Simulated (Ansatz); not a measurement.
**Co: changing the pressure**

The cell as given:

It takes space group P6_3/mmc (No. 194, hexagonal). The conventional cell has a = 2.472 Å, b = 2.472 Å, c = 4.021 Å, α = 90.00°, β = 90.00°, γ = 120.00°. Co (site symmetry -6m2) is surrounded by 12 Co at 2.47 Å.

Kept alike: task relaxation of cell and atoms; functional r2SCAN; k mesh 12 × 12 × 7; occupations fermi-dirac, width 0.05 eV; collinear spin, ferromagnetic start. Program: Ansatz, Ansatz PAW, cutoff 500 eV. The mesh is that of the run's cell of 2 atoms. No spin-orbit coupling.

| run | volume (Å³/atom) | first edge of the run's cell (Å) | third edge of the run's cell (Å) | largest site moment (μB) |
| --- | --- | --- | --- | --- |
| A | 10.226 | 2.440 | 3.966 | 1.87 |
| B | 10.432 | 2.454 | 3.999 | 1.90 |
| C | 10.564 | 2.464 | 4.019 | 1.91 |
| D | 9.595 | 2.393 | 3.869 | 1.80 |
| E | 9.876 | 2.415 | 3.909 | 1.82 |
| F | 10.654 | 2.470 | 4.032 | 1.92 |

The relaxations keep at least the cell's symmetry (P6_3/mmc). For a metal such a mesh leaves the last digits unconverged. The runs follow the start's structure, whether or not it is the stable one at these pressures. Ansatz's relaxations hold a Pulay term in the stress (up to 0.2 GPa here). P is the pressure aimed at, which the runs meet within some hundredths to tenths of a GPa. The runs hold the magnetic state that their start led to, which needn't be the lowest. Site moments count inside each atom's sphere or projector. All rows use potentials made for PBE.

The runs differ in the pressure alone: 0; 2; 5; 10; 20; 30 GPa. Which run is which?

Run A is 10 GPa; run B is 5 GPa; run C is 2 GPa; run D is 30 GPa; run E is 20 GPa; run F is 0 GPa. The volume falls from 10.654 to 9.595 Å³/atom between 0 and 30 GPa. The volume falls ever more slowly, since the solid stiffens under load. At the pressures aimed at, which the runs meet within some tenths of a GPa, the step from 0 to 5 GPa gives a mean bulk modulus near 237 GPa, the last step 346 GPa. The first edge of the run's cell falls from 2.470 to 2.393 Å between 0 and 30 GPa. The third edge of the run's cell falls from 4.032 to 3.869 Å between 0 and 30 GPa. The largest site moment falls from 1.92 to 1.80 μB between 0 and 30 GPa.
